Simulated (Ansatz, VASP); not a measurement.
# CdTe in two plane-wave programs

Wanted: the spread between two codes on one cell, functional and k mesh.

Main program and level: Ansatz 0.2.0; plane waves, with VASP 6.6.1 beside it; G0W0 gap at PBE.

## Step 1: Starting point

The structure is cubic, space group F-43m (No. 216). Conventional cell: a = 6.480 Å, b = 6.480 Å, c = 6.480 Å, α = 90.00°, β = 90.00°, γ = 90.00°. Nearest to Cd lie 4 Te at 2.81 Å. Nearest to Te lie 4 Cd at 2.81 Å. Farther neighbours and most contacts between anions are not listed.

As a file:

```cif
data_structure
_symmetry_space_group_name_H-M 'P 1'
_symmetry_Int_Tables_number 1
_cell_length_a 4.5821
_cell_length_b 4.5821
_cell_length_c 4.5821
_cell_angle_alpha 60.000
_cell_angle_beta 60.000
_cell_angle_gamma 60.000
_cell_volume 68.02
loop_
_atom_site_label
_atom_site_type_symbol
_atom_site_fract_x
_atom_site_fract_y
_atom_site_fract_z
_atom_site_occupancy
Cd1 Cd 0.00000 0.00000 0.00000 1
Te2 Te 0.25000 0.25000 0.25000 1
```

## Step 2: VASP: G0W0 gap, PBE

Quasiparticle shifts depend on high empty states and on the cores, so they are the hardest test of two PAW sets.

Lines of VASP's logs that name or quote its potential files are left out, and so is its time.

The run reads the wave functions of an earlier VASP run, which isn't shown here.

File INCAR:

```
SYSTEM = CdTe
PREC = Accurate
ENCUT = 300
ISMEAR = 0
SIGMA = 0.01
LREAL = .FALSE.
GGA = PE
NBANDS = 208
ALGO = EVGW0
NELMGW = 1
ENCUTGW = 120
NOMEGA = 48
PRECFOCK = Fast
NBANDSGW = 24
LWAVE = .FALSE.
LCHARG = .FALSE.
```

File POSCAR:

```
CdTe
1.0
    0.0000000000      3.2400000000      3.2400000000
    3.2400000000      0.0000000000      3.2400000000
    3.2400000000      3.2400000000      0.0000000000
Cd Te
1 1
Direct
    0.0000000000      0.0000000000      0.0000000000
    0.2500000000      0.2500000000      0.2500000000
```

File KPOINTS:

```
Automatic mesh
0
Gamma
4 4 4
0 0 0
```

PAW data sets: Cd_GW and Te_GW (PBE family, release 64).

Command:

```
$ mpirun -np 8 vasp_std
```

Numbers of over 12 decimals in the logs are rounded to 6 here.

What it wrote:

```text
[banner, memory and clock lines left out]
running    8 mpi-ranks, on    1 nodes
 distrk:  each k-point on    8 cores,    1 groups
 distr:  one band on    1 cores,    8 groups

 POSCAR found type information on POSCAR CdTe
 POSCAR found :  2 types and       2 ions
|                                                                             |
|           W    W    AA    RRRRR   N    N  II  N    N   GGGG   !!!           |
|           W    W   A  A   R    R  NN   N  II  NN   N  G    G  !!!           |
|           W    W  A    A  R    R  N N  N  II  N N  N  G       !!!           |
|           W WW W  AAAAAA  RRRRR   N  N N  II  N  N N  G  GGG   !            |
|           WW  WW  A    A  R   R   N   NN  II  N   NN  G    G                |
|           W    W  A    A  R    R  N    N  II  N    N   GGGG   !!!           |
|                                                                             |
|     For optimal performance we recommend to set                             |
|       NCORE = 2 up to number-of-cores-per-socket                            |
|     NCORE specifies how many cores store one orbital (NPAR=cpu/NCORE).      |
|     This setting can greatly improve the performance of VASP for DFT.       |
|     The default, NCORE=1 might be grossly inefficient on modern             |
|     multi-core architectures or massively parallel machines. Do your        |
|     Unfortunately you need to use the default for GW and RPA                |
|     calculations (for HF NCORE is supported but not extensively tested      |
|     yet).                                                                   |
|                                                                             |

|                                                                             |
|           W    W    AA    RRRRR   N    N  II  N    N   GGGG   !!!           |
|           W    W   A  A   R    R  NN   N  II  NN   N  G    G  !!!           |
|           W    W  A    A  R    R  N N  N  II  N N  N  G       !!!           |
|           W WW W  AAAAAA  RRRRR   N  N N  II  N  N N  G  GGG   !            |
|           WW  WW  A    A  R   R   N   NN  II  N   NN  G    G                |
|           W    W  A    A  R    R  N    N  II  N    N   GGGG   !!!           |
|                                                                             |
|     The default for ENCUTGWSOFT is different in this version of VASP.       |
|     please manually set ENCUTGWSOFT =120 in the INCAR file.                 |
|                                                                             |

 LDA part: xc-table for (Slater+PW92), standard interpolation
 found WAVECAR, reading the header
 POSCAR, INCAR and KPOINTS ok, starting setup
 FFT: planning ... GRIDC
 FFT: planning ... GRID_SOFT
 FFT: planning ... GRID
 reading WAVECAR
 the WAVECAR file was read successfully
 initial charge from wavefunction
 available memory per node:     37.24 GB, setting MAXMEM to     38131

 The Fermi energy was updated, please check that it is located mid-gap
 values below the HOMO (VB) or above the LUMO (CB) will cause erroneous energies
 E-fermi :   3.7233

 calculate exact exchange contribution
 the WAVEDER file was read successfully
energies w=
    0.000    0.000    0.323    0.000    0.645    0.000    0.964    0.000
    1.280    0.000    1.590    0.000    1.896    0.000    2.196    0.000
    2.491    0.000    2.780    0.000    3.063    0.000    3.342    0.000
    3.618    0.000    3.890    0.000    4.159    0.000    4.428    0.000
    4.696    0.000    4.965    0.000    5.236    0.000    5.510    0.000
    5.789    0.000    6.075    0.000    6.369    0.000    6.672    0.000
    6.989    0.000    7.319    0.000    7.669    0.000    8.039    0.000
    8.436    0.000    8.862    0.000    9.326    0.000    9.834    0.000
   10.396    0.000   11.024    0.000   11.733    0.000   12.545    0.000
   13.485    0.000   14.592    0.000   15.916    0.000   17.534    0.000
   19.559    0.000   22.167    0.000   25.654    0.000   30.550    0.000
   37.906    0.000   50.167    0.000   74.577    0.000  146.418    0.000
 responsefunction array rank=     216
 LDA part: xc-table for (Slater+PW92), standard interpolation

 min. memory requirement per mpi rank    143.5 MB, per node   1148.3 MB

 allocating   6 responsefunctions rank=   216
 shmem allocating  48 responsefunctions rank=   216
 response function shared by NCSHMEM nodes    1
 Doing            6  frequencies on each core in blocks of           48
NQ=   1    0.0000    0.0000    0.0000,
|.........|.........|.........|.........|.........|.........|.........|.........
 performed        309000 updates of chi_q(r,r)
 total number of BLAS operations         81.02 Gflops
NQ=   2    0.2500    0.0000    0.0000,
|.........|.........|.........|.........|.........|.........|.........|.........
 performed        897000 updates of chi_q(r,r)
 total number of BLAS operations        267.51 Gflops
NQ=   3    0.5000    0.0000    0.0000,
|.........|.........|.........|.........|.........|.........|.........|.........
 performed       1405000 updates of chi_q(r,r)
 total number of BLAS operations        447.02 Gflops
NQ=   4    0.2500    0.2500    0.0000,
|.........|.........|.........|.........|.........|.........|.........|.........
 performed       1993000 updates of chi_q(r,r)
 total number of BLAS operations        639.18 Gflops
NQ=   5    0.5000    0.2500    0.0000,
|.........|.........|.........|.........|.........|.........|.........|.........
 performed       2801000 updates of chi_q(r,r)
 total number of BLAS operations        908.29 Gflops
NQ=   6   -0.2500    0.2500    0.0000,
|.........|.........|.........|.........|.........|.........|.........|.........
 performed       3529000 updates of chi_q(r,r)
 total number of BLAS operations       1132.16 Gflops
NQ=   7    0.5000    0.5000    0.0000,
|.........|.........|.........|.........|.........|.........|.........|.........
 performed       3977000 updates of chi_q(r,r)
 total number of BLAS operations       1284.56 Gflops
NQ=   8   -0.2500    0.5000    0.2500,
|.........|.........|.........|.........|.........|.........|.........|.........
 performed       4545000 updates of chi_q(r,r)
 total number of BLAS operations       1481.39 Gflops
 resolving degeneracies of screened two electron integrals

 calculate QP shifts <psi_nk| G(iteration)W_0 |psi_nk>: iteration 1
 entering main loop
```

Parts of OUTCAR (step 2):

```text
ion  position               nearest neighbor table
   1  0.000  0.000  0.000-   2 2.81   2 2.81   2 2.81   2 2.81
   2  0.250  0.250  0.250-   1 2.81   1 2.81   1 2.81   1 2.81

  LATTYP: Found a face centered cubic cell.
 ALAT       =     6.4800000000

 Subroutine GETGRP returns: Found 24 space group operations
 (whereof 24 operations were pure point group operations)

The static configuration has the point symmetry T_d .

 Found      8 irreducible k-points:

   k-points           NKPTS =      8   k-points in BZ     NKDIM =     64   number of bands    NBANDS=    208

   dimension x,y,z NGX =    28 NGY =   28 NGZ =   28
   dimension x,y,z NGXF=    56 NGYF=   56 NGZF=   56

   ENCUT  =  300.0 eV  22.05 Ry    4.70 a.u.   6.47  6.47  6.47*2*pi/ulx,y,z

   NELECT =      18.0000    total number of electrons

  energy-cutoff  :      300.00
  volume of cell :       68.02
      direct lattice vectors                 reciprocal lattice vectors
     0.000000000  3.240000000  3.240000000    -0.154320988  0.154320988  0.154320988
     3.240000000  0.000000000  3.240000000     0.154320988 -0.154320988  0.154320988
     3.240000000  3.240000000  0.000000000     0.154320988  0.154320988 -0.154320988

 k-points in reciprocal lattice and weights: Automatic mesh
   0.00000000  0.00000000  0.00000000       0.016
   0.25000000  0.00000000  0.00000000       0.125
   0.50000000  0.00000000  0.00000000       0.062
   0.25000000  0.25000000  0.00000000       0.094
   0.50000000  0.25000000  0.00000000       0.375
  -0.25000000  0.25000000  0.00000000       0.188
   0.50000000  0.50000000  0.00000000       0.047
  -0.25000000  0.50000000  0.25000000       0.094

 E-fermi :   3.7233

 QP shifts <psi_nk| G(iteration)W_0 |psi_nk>: iteration 1
 for sc-GW calculations column KS-energies equals QP-energies in previous step
 and V_xc(KS)=  KS-energies - (<T + V_ion + V_H > + <T+V_H+V_ion>^1  + <V_x>^1)
 k-point   1 :       0.0000    0.0000    0.0000
  band No.  KS-energies  QP-energies   sigma(KS)   V_xc(KS)     V^pw_x(r,r')   Z            occupation Imag(sigma)
    ...
      6      -4.6964      -6.4635     -18.0686     -15.4981     -23.1852       0.6874       2.0000       0.2279
      7       3.3478       2.7530     -12.0971     -11.2990     -13.3291       0.7452       2.0000       0.0648
      8       3.3478       2.7530     -12.0971     -11.2990     -13.3291       0.7452       2.0000       0.0648
      9       3.3478       2.7530     -12.0971     -11.2990     -13.3291       0.7452       2.0000       0.0648
     10       4.0988       4.2168      -9.5143      -9.6705      -5.7442       0.7556       0.0000      -0.1983
     11       7.9379       7.9936      -8.8156      -8.8900      -4.6466       0.7491       0.0000      -0.0918
     12       7.9379       7.9936      -8.8156      -8.8900      -4.6466       0.7491       0.0000      -0.0918
     13       7.9379       7.9936      -8.8156      -8.8900      -4.6466       0.7491       0.0000      -0.0918
    ...

 k-point   2 :       0.2500    0.0000    0.0000
  band No.  KS-energies  QP-energies   sigma(KS)   V_xc(KS)     V^pw_x(r,r')   Z            occupation Imag(sigma)
    ...
      6      -4.6965      -6.4597     -18.0664     -15.4982     -23.1877       0.6866       2.0000       0.2284
      7       0.6123      -0.0550     -11.2835     -10.3510     -13.0449       0.7156       2.0000       0.0435
      8       2.9171       2.2963     -11.8477     -11.0098     -13.1603       0.7409       2.0000       0.0629
      9       2.9171       2.2963     -11.8477     -11.0098     -13.1603       0.7409       2.0000       0.0629
     10       5.3185       5.4026      -9.4456      -9.5567      -5.5876       0.7570       0.0000      -0.1371
     11       8.4905       8.5582      -8.8478      -8.9387      -4.5514       0.7448       0.0000      -0.0977
     12       8.4905       8.5582      -8.8478      -8.9387      -4.5514       0.7448       0.0000      -0.0977
     13       8.7020       8.7173      -8.8242      -8.8449      -4.4971       0.7400       0.0000      -0.1192
    ...

 k-point   3 :       0.5000    0.0000    0.0000
  band No.  KS-energies  QP-energies   sigma(KS)   V_xc(KS)     V^pw_x(r,r')   Z            occupation Imag(sigma)
    ...
      6      -4.3395      -5.9295     -17.4773     -15.1712     -22.5117       0.6895       2.0000       0.2523
      7      -1.0912      -1.8087     -10.6226      -9.5863     -13.1490       0.6924       2.0000       0.1394
      8       2.5693       1.9277     -11.6942     -10.8231     -13.1096       0.7365       2.0000       0.0636
      9       2.5693       1.9277     -11.6942     -10.8231     -13.1096       0.7365       2.0000       0.0636
     10       5.1468       5.1987      -9.2532      -9.3216      -5.4001       0.7597       0.0000      -0.1322
     11       8.5322       8.5568      -8.5575      -8.5904      -4.3141       0.7456       0.0000      -0.0966
     12       8.5322       8.5568      -8.5575      -8.5904      -4.3141       0.7456       0.0000      -0.0966
     13      10.4038      10.2070      -7.3666      -7.0981      -2.6974       0.7332       0.0000      -0.1680
    ...

 k-point   4 :       0.2500    0.2500    0.0000
  band No.  KS-energies  QP-energies   sigma(KS)   V_xc(KS)     V^pw_x(r,r')   Z            occupation Imag(sigma)
    ...
      6      -4.6659      -6.3637     -17.7336     -15.2624     -22.8386       0.6870       2.0000       0.2459
      7       0.6710       0.0212     -11.5997     -10.6944     -13.2804       0.7177       2.0000       0.0291
      8       2.2570       1.6026     -11.4440     -10.5493     -12.9066       0.7314       2.0000       0.0634
      9       2.2570       1.6026     -11.4440     -10.5493     -12.9066       0.7314       2.0000       0.0634
     10       6.2720       6.3440      -9.6924      -9.7885      -5.6849       0.7489       0.0000      -0.0969
     11       6.6703       6.6199      -8.1872      -8.1208      -4.3361       0.7582       0.0000      -0.1163
     12       9.8140       9.9232      -9.2225      -9.3722      -4.5860       0.7301       0.0000      -0.1341
     13       9.8140       9.9232      -9.2225      -9.3722      -4.5860       0.7301       0.0000      -0.1341
    ...

[... 4 further parts left out ...]
```

[end of part 1 of 2]

[Lines on the potential files, build, host, timing and source positions are cut from VASP's logs without a mark.]

[Logs are printed without paths, hosts, clocks, repeated set-up lines and the standing remarks that a program may print on its own settings, such as how far it seeks lower states.]

[Hosts, paths, dates, database ids (printed as entryN), source tags and the programs' standing remarks are cut or masked in the printed files.]
